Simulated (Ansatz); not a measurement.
MnO:

```xyz
2
Lattice="0.0000 2.2239 2.2239 2.2239 0.0000 2.2239 2.2239 2.2239 0.0000" Properties=species:S:1:pos:R:3 pbc="T T T"
Mn    0.0000    0.0000    0.0000
O     2.2239    2.2239    2.2239
```

The cell is a database's computed one.

Base run:

* Program: Ansatz 0.2.0
* Functional: BLYP
* Potentials or basis: all-electron LAPW, scalar-relativistic
* Cutoff: 324 eV (chosen from the basis error)
* Basis error allowed: 0.001 eV/atom
* k mesh: 10 × 10 × 10
* Occupations: fermi-dirac, width 0.05 eV
* Spin: collinear spin, ferromagnetic start
* Starting moments: [4.0, 0.0] μB

Its results: pressure 3.7 GPa; net moment 4.70 μB per cell; site moments Mn +4.26; O +0.26 μB.

The run is repeated on the same cell with these changes: functional from BLYP to revPBE. What comes out?

Pressure 4.2 GPa; net moment 4.81 μB per cell; site moments Mn +4.36; O +0.23 μB.

Caveats: a cell with one magnetic atom can't hold antiferromagnetic order, which such compounds often take.
